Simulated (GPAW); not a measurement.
Crystal: SrCl2.

```
CELL_PARAMETERS angstrom
0.00000 3.48835 3.48835
3.48835 0.00000 3.48835
3.48835 3.48835 0.00000
ATOMIC_POSITIONS crystal
Sr 0.00000 0.00000 0.00000
Cl 0.75000 0.75000 0.75000
Cl 0.25000 0.25000 0.25000
```

* Program: GPAW 26.7.0
* Task: single point
* Functional: PBE
* Potentials or basis: GPAW PAW data sets (gpaw-data 1.2.1)
* Cutoff: 600 eV
* Basis: pw
* k mesh: 7 × 7 × 7
* Occupations: fermi-dirac, width 0.05 eV
* Spin: no spin polarisation

On this cell: pressure 1.1 GPa; largest force zero by symmetry; band gap on the k mesh 5.38 eV, indirect (least direct gap 5.68 eV).

The same run follows on a disturbed copy (atoms moved at random, drawn with an rms of 0.05 Å):

```
Sr Cl
1.0
     0.00000    3.48835    3.48835
     3.48835    0.00000    3.48835
     3.48835    3.48835    0.00000
Sr Cl
1 2
Direct
  0.99028 0.99978 0.99929
  0.74941 0.75593 0.74881
  0.26038 0.25031 0.24447
```

Question: What does the disturbed cell give?

Answer: The energy moves by +3.5 meV/atom; pressure 1.1 GPa; largest force 0.221 eV/Å; band gap on the k mesh 5.37 eV, indirect (least direct gap 5.68 eV).

Forces in eV/Å, atoms in the order of the input:
```
Sr  -0.005  0.127  0.180
Cl  -0.085 -0.014 -0.050
Cl   0.091 -0.113 -0.131
```

Stress tensor (GPa, compression positive):
```
 1.15 -0.09 -0.11
-0.09  1.14  0.23
-0.11  0.23  1.12
```

Caveats: an odd mesh through Γ misses points on the zone boundary, where band edges often lie.
